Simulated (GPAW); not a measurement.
Here is a GPAW 26.7.0 calculation.

run.py

```python
from ase.dft.bandgap import bandgap
from ase.io import read, write
from ase.units import Bohr, GPa
from gpaw import GPAW, PW
from gpaw.elf import elf_from_dft_calculation

atoms = read('POSCAR')

calc = GPAW(mode=PW(600),
            xc='PBE',
            kpts={'size': (9, 9, 9), 'gamma': True},
            occupations={'name': 'methfessel-paxton', 'order': 0, 'width': 0.02},
            nbands=14,
            convergence={'density': 1e-05, 'energy': 1e-05},
            maxiter=150,
            txt='gpaw.txt')
atoms.calc = calc
energy = atoms.get_potential_energy()
forces = atoms.get_forces()
stress = atoms.get_stress()
calc.write('gs.gpw')
write('result.traj', atoms)
print(f'Energy: {energy:.6f} eV')
print('Forces (eV/A):')
print(forces.round(4))
print('Stress (GPa):', (stress / GPa).round(3))
print('Fermi level:', round(calc.get_fermi_level(), 4), 'eV')
print(f'Gap: {bandgap(calc)[0]:.4f} eV, direct: {bandgap(calc, direct=True)[0]:.4f} eV')

# fields on the real-space grid
write('density.cube', atoms, data=calc.get_pseudo_density() * Bohr**3)
write('potential.cube', atoms, data=calc.get_electrostatic_potential())
write('elf.cube', atoms, data=elf_from_dft_calculation(calc).data)
```

The input POSCAR:

```
Pb
1.0
    0.0000000000      2.4750200000      2.4750200000
    2.4750200000      0.0000000000      2.4750200000
    2.4750200000      2.4750200000      0.0000000000
Pb
1
Direct
    0.0000000000      0.0000000000      0.0000000000
```

Potentials or basis: GPAW PAW data sets (gpaw-data 1.2.1), pw.

Run with:

```sh
$ OMP_NUM_THREADS=1 python run.py
```

Q: Predict the band gap on the k mesh.

A: None (metal or under the smearing width).

Q: What does it give for the pressure?

A: 2.0 GPa.

The run has no spin-orbit coupling, so splittings on Pb are missing.
